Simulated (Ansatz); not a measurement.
## Ta: energy change per atom and pressure as volume scale varies

Results calculated with Ansatz 0.2.0, not measured. Plane-wave DFT, scalar-relativistic PAW made under PBE with cores redone for the functional, no dispersion; the given relaxed cell is scaled uniformly, energy at zero smearing counts from the unscaled cell, pressure at the given Fermi-Dirac smearing is positive in compression.

The cell before it is scaled or strained (space group P6_3/mmc, No. 194):
```
cell vectors (Å)
   2.9382     0.0000     0.0000
  -1.4691     2.5446     0.0000
   0.0000     0.0000    10.0568
atoms (fractions of the cell vectors)
Ta  0.00000  1.00000  1.00000
Ta  0.00000  1.00000  0.50000
Ta  0.33333  0.66667  0.25000
Ta  0.66667  0.33333  0.75000
```

Settings of every row: spin polarised no; functional PBE; wave cutoff 420 eV; smearing width 0.1 eV; k mesh 14x14x4.

Atom starting moment: 0 on all atoms.

Limits: no spin-orbit coupling, which can matter with elements this heavy; the cell comes from a prototype or a list of computed structures and needn't be the stable phase.

```
row  volume scale  V (Å³/atom)  energy change per atom (meV)  pressure (GPa)
  1          0.88       16.542                        194.25           30.68
  2          0.92       17.294                         80.18           18.49
  3          0.96       18.046                             ?               ?
  4          1.04       19.549                         17.47            -6.9
  5          1.08       20.301                         64.63          -12.63
  6          1.12       21.053                        136.28          -17.35
```

Question: what energy change per atom and pressure should row 3 give?

Worked fit of energy change per atom. Take u = (V_r/V)^(2/3) − 1 with V_r = 19.549 Å³ an atom, which is twice the finite (Eulerian) strain; such expansions in the strain, on which the Birch-Murnaghan equation of state is built, carry the rest volume and the bulk modulus. The shown rows have u = 0.11778, 0.08514, 0, -0.02485, -0.04821. Least squares give energy change per atom = 17.834 − 1302.133 × u + 23801.71 × u² meV; a straight line predicts inner rows, each left out in turn, worse (root mean square 67 against 0.94 meV). The rows lie off it by -0.40, 0.68, -0.36, -0.26, 0.35 (root mean square 0.43 meV). The withheld row has u = 0.05478, so the fit gives 17.834 − 1302.133 × (0.05478) + 23801.71 × (0.05478)² = 17.93 meV.

The calculation gave 18.42 meV. The fit lies 0.49 meV (2.7 % of the value, 0.28 % of the column's range) below it; its largest miss of a shown row is 0.68 meV.

Worked fit of pressure. Take u = (V_r/V)^(2/3) − 1 with V_r = 19.549 Å³ an atom, which is twice the finite (Eulerian) strain; such expansions in the strain, on which the Birch-Murnaghan equation of state is built, carry the rest volume and the bulk modulus. The shown rows have u = 0.11778, 0.08514, 0, -0.02485, -0.04821. Least squares give pressure = −6.916 + 245.962 × u + 620.48 × u² GPa; a straight line predicts inner rows, each left out in turn, worse (root mean square 1.8 against 0.045 GPa). The rows lie off it by 0.02, -0.03, 0.02, 0.01, -0.02. The pressure vanishes at u = 0.0264, or V = 18.8 Å³ an atom, and there the bulk modulus at fixed shape and fractions is B = −V dP/dV = (2/3)(1 + u) dP/du = 191 GPa. Letting shape and atoms relax would as a rule lower it, by much in layered, chain or molecular crystals. The withheld row has u = 0.05478, so the fit gives −6.916 + 245.962 × (0.05478) + 620.48 × (0.05478)² = 8.42 GPa.

The calculation gave 8.39 GPa. The fit lies 0.03 GPa (0.062 % of the column's range) above it; its largest miss of a shown row is 0.03 GPa.
